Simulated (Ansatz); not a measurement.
# Manganese, simple cubic: HSE06 after PBE

Aim: see what exact exchange does to the levels and moments, and what it costs. The geometry was relaxed under PBE beforehand and is kept. Exact exchange is dear, so the k-mesh is coarse, and PBE is run on the same mesh for comparison.

Computed with Ansatz 0.2.0 (DFT, plane waves (420 eV) with PBE-made PAW files, scalar-relativistic; functionals as named at each step, unless a step says otherwise).

### Step 1. The system as given

The structure is cubic, space group Pm-3m (No. 221). Conventional cell: a = 2.373 Å, b = 2.373 Å, c = 2.373 Å, α = 90.00°, β = 90.00°, γ = 90.00°. Mn (site symmetry m-3m) is surrounded by 6 Mn at 2.37 Å.

Structure file:

```xyz
2
Lattice="0.0000 2.3731 2.3731 2.3731 0.0000 2.3731 2.3731 2.3731 0.0000" Properties=species:S:1:pos:R:3 pbc="T T T"
Mn    0.0000    0.0000    0.0000
Mn    2.3731    2.3731    2.3731
```

The atoms start with moments of +2.24, -2.24 μB.

### Step 2. PBE, coarse mesh

The run with PBE.

File input.yaml:

```yaml
crystal:
  lattice:
    - [0.0, 2.3731139295, 2.3731139295]
    - [2.3731139295, 0.0, 2.3731139295]
    - [2.3731139295, 2.3731139295, 0.0]
  atoms:
    - { symbol: Mn, position: [0.0, 0.0, 0.0], spin: 2.238 }
    - { symbol: Mn, position: [0.5, 0.5, 0.5], spin: -2.238 }
hamiltonian:
  xc: pbe
  pseudopotentials:
    kind: paw
    azcp:
      Mn: "pseudopotentials/Mn.paw.azcp"
basis:
  ecutwfc: 420
  fft_grid_basis: typed
kpoints:
  mp_grid: { grid: [6, 6, 6], shift: [0, 0, 0] }
magnetization:
  spin_polarized: true
scf:
  occupations: { method: fermi_dirac, width: 0.1 }
```

The run is started by

```bash
ansatz run input.yaml --threads 4 --pin off --max-ram 8192MiB --backend cpu --events-out ev --progress --plain --runs-dir out
```

Log (excerpt; [...] marks lines left out):

```text
Warning: RAYON_NUM_THREADS=4 ignored (pool sized by the plan → 4); use --threads N
[...]
Pseudopotentials: kind: paw
Pseudopotential: Mn, paw, valence charge 15, recommended cutoff 420 eV (normal), <dir>
Functional definition: PBE
[...]
Crystal: 2 atoms, lattice volume = 26.729 Å³
Basis set: ecut = 420 eV, 531 PW (Γ)
Bands: 22, of which v1, the nominal top of the filled ones, is band 15 counted from 1 (14 counted from 0)
Symmetry: 48 space group operations
Space group: Fm-3m (ITA 225), of the structure as read, at distance tolerance 3.0e-5 Å
Magnetic group: BNS 225.121 (UNI 1623), of the structure as read, at distance tolerance 3.0e-5 Å
k-points: 16 of 216
[...]
Starting moments: Σ|m| = 4.476 μB on 2 of 2 sites
Starting magnetic order: antiferromagnet; a translation exchanges its spin sublattices: spin-degenerate at every k-point
[...]
SCF iter   1: F=—  HF=-7795.427460 eV  |F-HF|=—  |Δ(HF+E_count)|=         —  Δρ=5.10e-2 (↑5.10e-2 ↓5.10e-2)  dr2=1.67e0  dr2_m=3.96e-2  M=0.000 μB ∫|m|=4.116 μB  β_m=0.30  ethr=3.10e-3  ⟨swp⟩=3.5  Hψ=1255  notcnv=0
[...]
spin=Collinear: Kerker preconditioning applied to the charge; magnetization (m = ρ↑ − ρ↓) channel mixes plain (no charge-response kernel on spin).
[...]
SCF iter  11: F=-7796.287485 eV  HF=-7796.287485 eV  |F-HF|=1.27e-11  |Δ(HF+E_count)|=  7.46e-10  Δρ=2.65e-7 (↑2.65e-7 ↓2.65e-7)  dr2=5.05e-11  dr2_m=2.92e-12  M=0.000 μB ∫|m|=4.690 μB  ethr=1.78e-11  ⟨swp⟩=1.3  Hψ=884  notcnv=0
[...]
SCF converged after 11 iterations
Magnetization: 0.0000 μB (15.0000 up, 15.0000 down)
Absolute magnetization: 4.6898 μB (∫|ρ↑−ρ↓|, with the PAW one-centre terms)
Spin contamination: 1.7326 ħ² per cell (⟨S²⟩ above its minimum at these occupations)
Per-site moments (μB) at R_I (Å): [(2.1845057385478004, 0.97890949591875), (-2.1845057385478004, 0.97890949591875)]
Free energy (F): -7796.287485 eV
[...]
E sigma→0 (E₀):  -7796.253371 eV
Entropy (-TS):   -0.068227 eV (-34.114 meV/atom)
Fermi energy:    16.295880 eV
[...]
```

It took 1.7 s on 4 threads of Intel Xeon Platinum 8488C (Sapphire Rapids), shared host; peak memory 0.35 GiB.

### Step 3. HSE06 on the coarse mesh

The run with HSE06.

Edit input.yaml of step 2 so:

```diff
@@ -9,3 +9,3 @@
 hamiltonian:
-  xc: pbe
+  xc: hse06
   pseudopotentials:
```

The run is started by

```bash
ansatz run input.yaml --threads 4 --pin off --max-ram 8192MiB --backend cpu --events-out ev --progress --plain --runs-dir out
```

Log (excerpt; [...] marks lines left out):

```text
Warning: RAYON_NUM_THREADS=4 ignored (pool sized by the plan → 4); use --threads N
[...]
Pseudopotentials: kind: paw
Pseudopotential: Mn, paw, valence charge 15, recommended cutoff 420 eV (normal), <dir>
Functional definition: HSE06
[...]
Crystal: 2 atoms, lattice volume = 26.729 Å³
Basis set: ecut = 420 eV, 531 PW (Γ)
Bands: 22, of which v1, the nominal top of the filled ones, is band 15 counted from 1 (14 counted from 0)
Symmetry: 48 space group operations
Space group: Fm-3m (ITA 225), of the structure as read, at distance tolerance 3.0e-5 Å
Magnetic group: BNS 225.121 (UNI 1623), of the structure as read, at distance tolerance 3.0e-5 Å
k-points: 16 of 216
[...]
Starting moments: Σ|m| = 4.476 μB on 2 of 2 sites
Starting magnetic order: antiferromagnet; a translation exchanges its spin sublattices: spin-degenerate at every k-point
[...]
hybrid SCF converged: 4 outer / 17 inner (+17 warm-up), last move |dexx| = 1.03e-8 eV, tail = 1.69e-7 eV
Magnetization: 0.0005 μB (15.0003 up, 14.9997 down)
Absolute magnetization: 7.6329 μB (∫|ρ↑−ρ↓|, with the PAW one-centre terms)
Spin contamination: 3.5896 ħ² per cell (⟨S²⟩ above its minimum at these occupations)
Per-site moments (μB) at R_I (Å): [(3.573510952537847, 0.97890949591875), (-3.5730567201723735, 0.97890949591875)]
Free energy (F): -7793.787486 eV
Frozen-core exchange: fock
[...]
E sigma→0 (E₀):  -7793.759857 eV
Entropy (-TS):   -0.055257 eV (-27.629 meV/atom)
Fermi energy:    17.241166 eV
[...]
--- Band table (eV; the first three rows and the last of 32) ---
  k-point 0 ↑: bands = ["-70.7214", "-65.7037", "-38.0517", "-38.0517", "-38.0517", "-32.6183", "-32.6183", "-32.6183", "7.0993", "11.0368", "11.0368", "11.0704", "11.0704", "11.0704", "19.8160", "19.8160", "19.8160", "20.3824", "20.3824"]
[...]
  guard bands above this table: 3 of the run's 22 bands. The solve was not asked for them (output.publish_guard_bands: true or output.eigenvalues: true publishes all)
```

Run time: 8.7 s. Hardware: 4 threads of Intel Xeon Platinum 8488C (Sapphire Rapids), shared host; peak memory 0.8 GiB.

### Step 4. Side by side

| functional | gap on the mesh | Fermi energy (eV) | magnetic state | SCF cycles | exchange loops | CPU time |
| --- | --- | --- | --- | --- | --- | --- |
| PBE | none (levels filled in part) | 16.296 | antiferromagnetic, up to 2.18 μB per atom | 11 | - | 2.5 s |
| HSE06 | none (levels filled in part) | 17.241 | antiferromagnetic, up to 3.57 μB per atom | 34 | 4 | 29 s |

### Step 5. Outcome

```
                         quantity                                      value
                         PBE: gap               none (levels filled in part)
              PBE: magnetic state  antiferromagnetic, up to 2.18 μB per atom
                       HSE06: gap               none (levels filled in part)
            HSE06: magnetic state  antiferromagnetic, up to 3.57 μB per atom
HSE06: SCF cycles, exchange loops                                      34, 4
 HSE06: CPU time over that of PBE                                         12
```

Both PBE and HSE06 leave levels filled in part. Moments change from 2.18 μB to 3.57 μB at most; exact exchange favours larger moments in itinerant magnets. HSE06 cost 12 times the CPU time of PBE. The exchange operator of HSE06 was renewed in 4 outer loops. The total energies in the logs cannot be compared from one functional to another.
